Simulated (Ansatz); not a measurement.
# MnO (NiAs-type structure)

Computed with Ansatz (plane waves, PAW, 420 eV cutoff): PBE, scalar-relativistic, collinear spin, Γ-centred 12×12×8 mesh, 0.05 eV Gaussian smearing. The datasets are Ansatz's generated set soft_2.

```
Mn O
1.0
     3.07796    0.00000    0.00000
    -1.53898    2.66559    0.00000
     0.00000    0.00000    5.29956
Mn O
2 2
Cartesian
  0.0000 0.0000 0.0000
  0.0000 0.0000 2.6498
  0.0000 1.7771 1.3249
  1.5390 0.8885 3.9747
```

The start was a prototype's sites filled with these elements. The Crystallography Open Database lists the compound in space groups P63mc, Fm-3m (rock salt), so this is a trial structure.

Magnetic state: antiferromagnetic, site spin moments Mn 3.95, -3.95 μB.

The cell above was scaled in volume, and shape and atoms were relaxed at each volume within its symmetry. Energies are counted from the cell above.

Cell and atoms are those of this level's equilibrium.

```csv
V (Å³/atom),ΔE (meV/atom),P (GPa),gap on the mesh (eV),largest moment (μB)
10.27,14.9,8.4,0.53,3.86
10.44,7.6,5.9,0.63,3.89
10.65,1.8,2.8,0.76,3.92
10.87,0.0,-0.1,0.88,3.95
11.09,1.9,-2.7,0.90,3.98
11.30,7.2,-5.1,0.87,4.01
11.63,21.0,-8.3,0.79,4.05
11.96,40.7,-11.0,0.72,4.08
```

(1) What do the points give for the equilibrium volume, the bulk modulus and its pressure derivative (third-order Birch–Murnaghan)?

Answer:

(1) V0 = 10.86 Å³/atom, B0 = 137 GPa, B0′ = 3.6.

B0·V0 = 136.9 GPa × 10.86 Å³ = 9.28 eV/atom sets the scale: near the minimum ΔE ≈ ½ B0 V0 x², with x = V/V0 − 1, and a pressure of 1.4 GPa squeezes the volume by about 1 %. At the ends of the curve: x = −5.4 % predicts 13.7 meV/atom and the run gives 14.9; x = +10.1 % predicts 47.1 meV/atom and the run gives 40.7. Compression costs more and expansion less than the parabola says, since the crystal stiffens as it shrinks; B0′ measures that.

The site moments grow with the volume, as the open shell mixes less with its neighbours.

Semilocal functionals underestimate band gaps, commonly by a third or more. The run wasn't fully tested for a lower electronic state. Site moments are of spin, integrated over atomic spheres.
